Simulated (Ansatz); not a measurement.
# The stack of antimonene under In2Se2, shifted by a third of the diagonal between two gates, part 4 of 4

How do the bands of the stack of antimonene under In2Se2, shifted by a third of the diagonal follow a displacement field between two gates?

Ansatz 0.2.0; plane-wave DFT, PBE-D3(BJ), Ansatz PAW.

So far, gap along the path (eV): step 3 (gated layer, displacement field 0) 0.602; step 4 (displacement field 0.543 V/nm) 0.625; step 5 (displacement field 1.09 V/nm) 0.649; step 6 (displacement field 2.17 V/nm) 0.697; step 7 (displacement field 4.34 V/nm) 0.795.

## (10) A changed input: kpoints.mp_grid.shift = [0.5, 0.5, 0.0]

Another changed input: it repeats the earlier run at 0.543 V/nm with kpoints.mp_grid.shift to [0.5, 0.5, 0.0].

Input file input.yaml:

```yaml
crystal:
  lattice:
    - [4.0502322034, 0.0, 0.0]
    - [-2.0251161017, 3.5076039794, 0.0]
    - [0.0, 0.0, 49.8601686749]
  atoms:
    - { symbol: Sb, position: [0.6666666667, 0.3333333333, 0.3991161789] }
    - { symbol: Sb, position: [0.3333333333, 0.6666666667, 0.4322940874] }
    - { symbol: Se, position: [0.6666666667, 0.3333333333, 0.4931779882] }
    - { symbol: In, position: [0.3333333333, 0.6666666667, 0.5190462272] }
    - { symbol: In, position: [0.3333333333, 0.6666666667, 0.5752018419] }
    - { symbol: Se, position: [0.6666666667, 0.3333333333, 0.6008838211] }
  periodic: [true, true, false]
  symmetry: { detect: true }
kpoints:
  mp_grid: { grid: [42, 42, 1], shift: [0.5, 0.5, 0.0] }
  band_path:
    path: [[0, 0, 0], [0.5, 0, 0], [0.33333333, 0.33333333, 0], [0, 0, 0]]
    npoints: 16
hamiltonian:
  xc: pbe
  dispersion: d3bj
scf:
  occupations: { method: fermi_dirac, width: 0.02585 }
  convergence: { dr2_threshold: 1.0e-10 }
output:
  forces: true
  eigenvalues: true
  write_potential: true
  write_density: true
  volumetric_format: npy
external_charges:
  - { charge: 0, barrier: 10, axis: 3, height: 34.46, sigma: 0.25 }
  - { charge: -0.004262, axis: 3, height: 35.96, sigma: 0.5 }
  - { charge: 0, barrier: 10, axis: 3, height: 15.4, sigma: 0.25 }
  - { charge: 0.004262, axis: 3, height: 13.9, sigma: 0.5 }
```

Run with:

```console
ansatz run input.yaml --threads 8 --pin off --max-ram 12288MiB --backend cpu --events-out ev --progress --plain --runs-dir out
```

Numbers of over 12 decimals in the logs are rounded to 6 here.

The log of the run:

```text
Warning: crystal.symmetry: narrowed to the stabiliser of the k-point mesh — unitary ops 6 → 2; excluded 4 operations that carry a point of the 42×42×1 mesh (shift [0.5, 0.5, 0]) off the mesh (the run samples exactly the mesh kpoints.mp_grid names, as under crystal.symmetry.detect: false, and its converged state has the mesh's symmetry, not the crystal's; ε∞, the Born charges and the force constants of a linear response (`dielectric:` by the response, `phonons.method: dfpt`) are averaged over those of the crystal's operations that the state keeps within a tolerance, where `mesh_tensors`, `unaveraged_element` or `gamma_mean_max_change_ev_ang2` stands beside them; [rest of the remark cut]
[...]
Crystal: 6 atoms, lattice volume = 708.344 Å³
Basis set: ecut = 420 eV, 13847 PW (Γ), exchange–correlation on 60×60×720 points (8 copies of the dense FFT grid, shifted against one another)
Bands: 53, of which v1, the nominal top of the filled ones, is band 44 counted from 1 (43 counted from 0)
Symmetry: 2 space group operations
k-points: 462 of 1764 (time reversal used)
[...]
SCF iter  18: F=-35106.385925 eV  HF=-35106.385925 eV  |F-HF|=2.04e-10  |Δ(HF+E_count)|=  2.47e-10  Δρ=2.57e-8  dr2=1.46e-11  ethr=1.00e-12  ⟨swp⟩=7.5  Hψ=111556  notcnv=0
SCF 1 converged in 18 iterations: F = -35106.385925 eV  dr2 = 1.46e-11
[...]
WARN: The input density's exchange-correlation potential varies sharply where the density is thin. Do not read a vacuum level from v_tot or v_xc, or from such a field of the output density. On a cell that repeats whose density bears no net charge and no dipole along the vacuum's axis use v_es (v_loc + v_h of the components); under efield.dipole_correction with no amplitude use v_es + v_field, which holds any external [...]
SCF converged after 18 iterations
Free energy (F): -35106.385925 eV
[...]
Internal energy: -35106.385925 eV  (E = F + TS)
E sigma→0 (E₀):  -35106.385925 eV
Entropy (-TS):   -0.000000 eV (-0.000 meV/atom)
Fermi energy:    -4.431602 eV
[...]
--- Forces (eV/Å), atoms and charges each counted from 1 ---
  atom   1  Sb     0.00000016    -0.00000009    -0.00055119
  atom   2  Sb    -0.00000014     0.00000008     0.00246237
  atom   3  Se    -0.00000005     0.00000003    -0.00741566
  atom   4  In     0.00000004    -0.00000003     0.00798497
  atom   5  In     0.00000003    -0.00000002     0.00775581
  atom   6  Se    -0.00000004     0.00000002    -0.00895414
  external charge   1     0.00000000     0.00000000     0.00044251
  external charge   2     0.00000000     0.00000000    -0.00011570
  external charge   3     0.00000000     0.00000000    -0.00172497
  external charge   4     0.00000000     0.00000000     0.00011564
  max |Σ_I F_I| component, the external charges' with the atoms': 3.59e-7 eV/Å
--- Band table (eV; the first three rows and the last of 462) ---
  k-point 0: bands = [... 40 lower, -6.3356, -5.2796, -4.8261, -4.7715, -4.0997, -3.1765, -2.6203, -2.0079, ... 5 higher]
  k-point 1: bands = [... 40 lower, -6.2860, -5.2590, -5.0000, -4.8113, -4.0128, -3.0826, -2.5204, -2.0426, ... 5 higher]
  k-point 2: bands = [... 40 lower, -6.2467, -5.3440, -5.1302, -4.8791, -3.9005, -2.9373, -2.4303, -2.0411, ... 5 higher]
  k-point 461: bands = [... 40 lower, -7.2987, -7.0367, -6.3877, -6.3329, -3.8083, -3.7140, -3.1171, -2.3839, ... 5 higher]
```

Elapsed: 7.6 min, on 8 threads of Arm Neoverse V2, shared host; peak memory 9.7 GiB.

This step gave:

```
gap along the path                                                                  : 0.6252 eV
smallest direct gap along the path                                                  : 0.6252 eV
gap, the smaller of path and mesh                                                   : 0.6252 eV
potential beyond the upper barrier and gate, less the barrier, from the Fermi level : 4.788 eV
```

Deep bands are left out, so band numbers here count from the lowest band kept and differ from the log's. Electronic bands along the path, in eV, zero at the Fermi level of the run, which the smearing sets inside the gap; v1 is the highest filled band, c1 the lowest empty one:

```
  point     v4     v3     v2     v1    c1    c2    c3    c4
      Γ  -1.93  -0.86  -0.33  -0.33  0.30  1.22  1.78  2.44
halfway  -2.45  -1.62  -1.33  -0.92  0.84  1.25  1.56  3.04
      M  -2.87  -2.61  -1.96  -1.91  0.62  0.72  1.32  2.04
halfway  -2.98  -2.63  -2.41  -1.89  1.11  1.23  1.44  2.61
      K  -2.89  -2.83  -2.14  -2.12  0.65  1.29  1.53  2.36
halfway  -2.82  -2.28  -1.65  -0.94  1.35  1.73  2.06  2.29
      Γ  -1.93  -0.86  -0.33  -0.33  0.30  1.22  1.78  2.44
```

```
                                                                                quantity  this run  earlier run  difference
                                                                 gap along the path (eV)    0.6252       0.6252      1.0e-6
                                                 smallest direct gap along the path (eV)    0.6252       0.6252      1.0e-6
potential beyond the upper barrier and gate, less the barrier, from the Fermi level (eV)     4.788        4.788      2.0e-4
```

Nothing in the table moves by 0.01 in its unit.

## (11) Results

| Quantity | Value |
| --- | --- |
| gap with uncharged gates | 0.602 eV |
| electrostatic distance between the gates | 10.2 Å |
| geometric distance between the gates | 22.1 Å |
| gap at 4.34 V/nm | 0.795 eV |

What this shows: The gap goes from 0.60 to 0.79 eV at 4.3 V/nm. The layers screen the field: the voltage is that of a vacuum gap 11.9 Å narrower than the real distance. The gates are charged sheets behind model barriers, not atoms. Gaps are the smaller of those on the path and on the mesh; band edges between these points would make them smaller still. Spin-orbit coupling is left out, which matters for the bands of elements this heavy.

[Logs are printed without paths, hosts, clocks, repeated set-up lines and the standing remarks that a program may print on its own settings, such as how far it seeks lower states.]

[Hosts, paths, dates, database ids (printed as entryN), source tags and the programs' standing remarks are cut or masked in the printed files.]

[Maps of the electrostatic potential energy from Ansatz leave out the sawtooth potential of an applied field or a dipole correction, so their vacuum need not be flat; planar profiles and work functions include it.]
